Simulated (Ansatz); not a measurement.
# Two structures of Na: comparison of enthalpies under pressure, by script

An exercise on one series of results from a longer session: the logs are not shown, and one member is left open.

Program: the Python package of Ansatz 0.2.0. Level of theory: DFT PBE, plane waves, PAW. These are calculated values, not measurements.

### Starting point

Na Im-3m: It takes space group Im-3m (No. 229, cubic). Conventional cell: a = 4.280 Å, b = 4.280 Å, c = 4.280 Å, α = 90.00°, β = 90.00°, γ = 90.00°. Around Na (site symmetry m-3m) lie 8 Na at 3.71 Å.

Na Pm-3m: It takes space group Pm-3m (No. 221, cubic). Conventional cell: a = 3.510 Å, b = 3.510 Å, c = 3.510 Å, α = 90.00°, β = 90.00°, γ = 90.00°. Around Na (site symmetry m-3m) lie 6 Na at 3.51 Å.

The script holds or builds the structure itself.

The first run:

transition_na.py

```python
import warnings

import ansatz as az
import numpy as np
import pandas as pd

KSPACING = 0.16
OCCUPATIONS = "cold"
WIDTH_EV = 0.1


def bcc(a_site, a):
    return (
        az.Lattice.bcc(a)
        .space_group(229)
        .atom(a_site, (0, 0, 0))
        .primitive()
    )


def sc(first, a):
    return (
        az.Lattice.cubic(a)
        .space_group(221)
        .atom(first, (0, 0, 0))
    )


def ground_state(name, crystal, pressure=0.0):
    calc = (
        crystal.calculation()
        .basis(31 * az.Ry)
        .kpoints(spacing=KSPACING)
        .occupations(OCCUPATIONS, width=WIDTH_EV)
    )
    calc = calc.relax(force_tolerance=0.02, cell=True, pressure=pressure)
    return calc.run()


def volume_per_atom(outcome):
    return abs(np.linalg.det(outcome.lattice.cell_ang)) / len(outcome.lattice.sites)


def main() -> None:
    warnings.simplefilter("ignore", az.DeckWarning)

    phases = {}
    phases["bcc"] = bcc("Na", 4.28)
    phases["sc"] = sc("Na", 3.51)

    pressures = [0, 10, 20, 30]
    enthalpy, volume = {name: [] for name in phases}, {name: [] for name in phases}
    for p in pressures:
        for name, crystal in phases.items():
            o = ground_state(name, crystal, pressure=p)
            volume[name].append(volume_per_atom(o))
            enthalpy[name].append(o.report["energy_sigma0_ev"] / len(o.lattice.sites) + p * volume[name][-1] / 160.21766)
    gap = np.array(enthalpy["sc"]) - np.array(enthalpy["bcc"])
    rows = [(p, va, vb, 1000 * d) for p, va, vb, d in zip(pressures, volume["bcc"], volume["sc"], gap)]
    print(pd.DataFrame(rows, columns=["P (GPa)", "V bcc (A^3/atom)", "V sc (A^3/atom)", "H(sc) - H(bcc) (meV/atom)"]).round(4).to_string(index=False))
    crossings = [p0 - g0 * (p1 - p0) / (g1 - g0) for p0, p1, g0, g1 in zip(pressures, pressures[1:], gap, gap[1:]) if g0 * g1 < 0]
    print("crossing near", [round(float(p), 1) for p in crossings], "GPa") if crossings else print("no crossing in this range")


if __name__ == "__main__":
    main()
```

Run with:

```
$ python transition_na.py
```

Steps of the session up to this table: Launch.

One of the session's tables, all rows but one given; the rest of the session is left out.

Enthalpy H = E + pV of the second structure less the first:

| pressure (GPa) | ΔH (meV/atom) |
| --- | --- |
| 0 | 118.2 |
| 10 | ? |
| 20 | 173.1 |
| 30 | 170.1 |

Estimate the missing values for pressure (GPa) = 10.

Worked estimate for «ΔH (meV/atom)». A straight line through the neighbours (0, 118.2) and (20, 173.1) gives 118.2 + (173.1 − 118.2) × (10 − 0) / (20 − 0) = 145.7; a parabola fitted to 3 rows on both sides gives 155.8.

**Answer.** ΔH (meV/atom): 167.8. In «ΔH (meV/atom)» the line misses by -22.1 and the parabola by -12.0.

Limits of these values: What to keep in mind:
- At a fixed pressure a relaxation lowers the enthalpy F + PV, while F alone can rise.
- No functional is typed, so the default, PBE, holds.
- Only these two structures are compared, at zero temperature and with their symmetry kept; either may be hypothetical, and another phase may be lower than both.
